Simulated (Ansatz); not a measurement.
# BaTe, relaxed from a wurtzite start to space group P6_3/mmc (read at 0.02 Å)

Computed with Ansatz (plane waves, PAW, 420 eV cutoff): PBE, scalar-relativistic, no spin polarisation, Γ-centred 8×8×4 mesh, 0.05 eV Gaussian smearing; PAW files: Ansatz's generated set soft_2.

```xyz
4
Lattice="5.9702 0.0000 0.0000 -2.9851 5.1704 0.0000 0.0000 0.0000 7.0024" Properties=species:S:1:pos:R:3 pbc="T T T"
Ba    2.9851    1.7235    0.4383
Ba    0.0000    3.4469    3.9395
Te    2.9851    1.7235    3.9397
Te    0.0000    3.4469    0.4384
```

This is a trial structure: the heavier alkaline earths' oxides and chalcogenides take the rock-salt structure.

The cell is relaxed to zero pressure at this level.

The cell has space group P6_3/mmc (read at 0.01 Å). In it the stress is 0.03, 0.03, 0.00, 0.00, 0.00, 0.00 GPa and the largest force component 0.000 eV/Å. Each change below starts from this cell, without further relaxation. Stress is in GPa, positive in compression, in the order xx, yy, zz, yz, xz, xy; energies are counted from the cell above.

Q: One atom was moved along a Cartesian axis, and these forces appeared. Which atom, and about how far?
| atom | Fx (eV/Å) | Fy | Fz |
| --- | --- | --- | --- |
| Ba1 | 0.019 | 0.000 | 0.000 |
| Ba2 | 0.180 | 0.015 | 0.000 |
| Te3 | -0.207 | -0.016 | 0.000 |
| Te4 | 0.008 | 0.001 | 0.000 |

A: Atom 3 (Te) is moved by 0.08 Å along x; the energy changes by 8.2 meV per cell.

Q: One atom was moved along a Cartesian axis, and these forces appeared. Which atom, and about how far?
```tsv
atom	Fx (eV/Å)	Fy	Fz
Ba1	0.000	0.000	0.038
Ba2	0.000	0.000	0.221
Te3	0.000	0.000	0.064
Te4	0.000	0.000	-0.323
```

A: Atom 4 (Te) is moved by 0.12 Å along z; the energy changes by 19.1 meV per cell.

Q: A single strain component, atoms carried along, gave the stress -0.33, -0.13, -0.08, 0.00, 0.00, 0.00. Which component, and about how large?

A: An engineering strain of 1 % in xx; the energy changes by 2.1 meV per cell.

Q: What stress follows from an engineering strain of 2 % in yy, atoms carried along?

A: -0.29, -0.65, -0.16, 0.00, 0.00, 0.00 GPa; the energy changes by 8.7 meV per cell. The gap on the mesh goes from 2.00 eV to 2.01 eV.
```
atom  Fx (eV/Å)      Fy     Fz
 Ba1      0.000  -0.064  0.000
 Ba2      0.000   0.064  0.000
 Te3      0.000  -0.062  0.000
 Te4      0.000   0.062  0.000
```
The change of the stress over the strain gives a clamped-atom stiffness of about 34 GPa for this component, a secant value that lies under the elastic constant in tension and over it in compression, by several per cent for each per cent of strain.
In a harmonic crystal the energy would rise by V(½Cε² − σ₀ε), with σ₀ the stress of the unstrained cell, = 8.4 meV, close to the run's value; the rest has the sign of the anharmonic part, which a secant stiffness overstates.

Q: All atoms and the cell are disturbed at random:
```
CELL_PARAMETERS angstrom
5.92916 0.09556 0.05448
-2.88182 5.19961 -0.08791
0.06390 -0.08217 7.06855
ATOMIC_POSITIONS crystal
Ba 0.72184 0.38009 0.08111
Ba 0.30898 0.64475 0.52349
Te 0.67526 0.33171 0.58568
Te 0.29392 0.64345 0.06011
```
Give the energy change, the stress and the forces.

A: 603.6 meV per cell; stress 2.79, -0.43, 0.15, 0.16, -0.19, 1.69 GPa. The gap on the mesh goes from 2.00 eV to 2.21 eV.
```tsv
atom	Fx (eV/Å)	Fy	Fz
Ba1	-1.639	-1.161	-0.240
Ba2	0.318	0.352	0.902
Te3	-0.220	-0.210	-0.285
Te4	1.541	1.019	-0.377
```

Q: All atoms and the cell are disturbed at random:
```
CELL_PARAMETERS angstrom
6.10800 0.12697 0.02083
-2.94404 5.06509 -0.00820
0.02443 0.00299 7.09892
ATOMIC_POSITIONS crystal
Ba 0.68453 0.33170 0.05061
Ba 0.32060 0.65860 0.56223
Te 0.66426 0.33683 0.56340
Te 0.33061 0.67287 0.07416
```
Give the energy change, the stress and the forces.

A: 56.2 meV per cell; stress -0.70, -0.20, -0.75, -0.03, -0.04, 0.01 GPa. The gap on the mesh goes from 2.00 eV to 2.07 eV.
```tsv
atom	Fx (eV/Å)	Fy	Fz
Ba1	-0.205	0.164	0.229
Ba2	-0.033	0.049	0.063
Te3	0.113	-0.024	-0.082
Te4	0.125	-0.190	-0.211
```

Kohn–Sham gaps of semilocal functionals lie under measured ones, often by a third or more. Scalar-relativistic only: spin–orbit splittings of the heavy atoms' levels are missing.
